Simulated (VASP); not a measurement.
Wanted: the native input for a VASP 6.6.1 run.

```
Task                   : single point
Functional             : PBE
Potentials or basis    : VASP PAW PBE potentials, release 64 (Cd, H)
Cutoff                 : 520 eV
k mesh                 : 6 × 6 × 2
Occupations            : gaussian, width 0.1 eV
Spin                   : no spin polarisation
Dipole correction      : no
Further INCAR settings : ALGO = Normal; EDIFF = 1e-06; NBANDS = 36
```

The structure of CdH lies in POSCAR:

```
CdH
1.0
    3.1558992974      0.0000000000      0.0000000000
   -1.5779496487      2.7330889633      0.0000000000
    0.0000000000      0.0000000000     15.3149667792
Cd H
4 4
Direct
    1.0000000000      1.0000000000      0.0000000000
    0.3333333333      0.6666666667      0.2500000000
    1.0000000000      1.0000000000      0.5000000000
    0.6666666667      0.3333333333      0.7500000000
    0.3333333333      0.6666666667      0.5671665100
    0.6666666667      0.3333333333      0.4328334900
    0.6666666667      0.3333333333      0.0671665100
    0.3333333333      0.6666666667      0.9328334900
```

The cell comes from a database or a generator and needn't be the stable form of this composition.

The cell isn't the ideal one: 4 H put on empty site 1 of 1 host cells, relaxed.

These files were run (other wordings do the same):

INCAR

```
PREC     = Accurate       # precision mode
ENCUT    = 520            # plane-wave cutoff, eV
EDIFF    = 1E-6           # SCF threshold, eV
ISMEAR   = 0              # smearing method
SIGMA    = 0.1            # smearing width, eV
LREAL    = F              # projectors in reciprocal space
LASPH    = T              # aspherical terms in the spheres
NELM     = 100            # most SCF steps
ALGO     = Normal         # electronic algorithm
ISIF     = 2              # what is computed and relaxed
LWAVE    = F              # write WAVECAR
LCHARG   = F              # write CHGCAR
GGA      = PE             # functional
NBANDS   = 36             # bands
```

KPOINTS

```
Automatic mesh
0
Gamma
  6 6 2
```

Potentials or basis: VASP PAW PBE potentials, release 64 (Cd, H).

The run is started by

```bash
$ cat potpaw_PBE.64/Cd/POTCAR potpaw_PBE.64/H/POTCAR > POTCAR
$ mpirun -np 1 vasp_std > vasp.out
```

It gave:

```yaml
Pressure: 0.2 GPa
Largest_force: 0.022 eV/Å
Band_gap_on_the_k_mesh: none (metal or under the smearing width)
```

Caveat: the k mesh is coarse (spacing up to 0.38 Å⁻¹), so the values aren't converged.

Run time: 50 s on 1 thread of Intel(R) Xeon(R) Platinum 8488C (Sapphire Rapids), with other jobs on the host, peak memory 0.26 GiB.
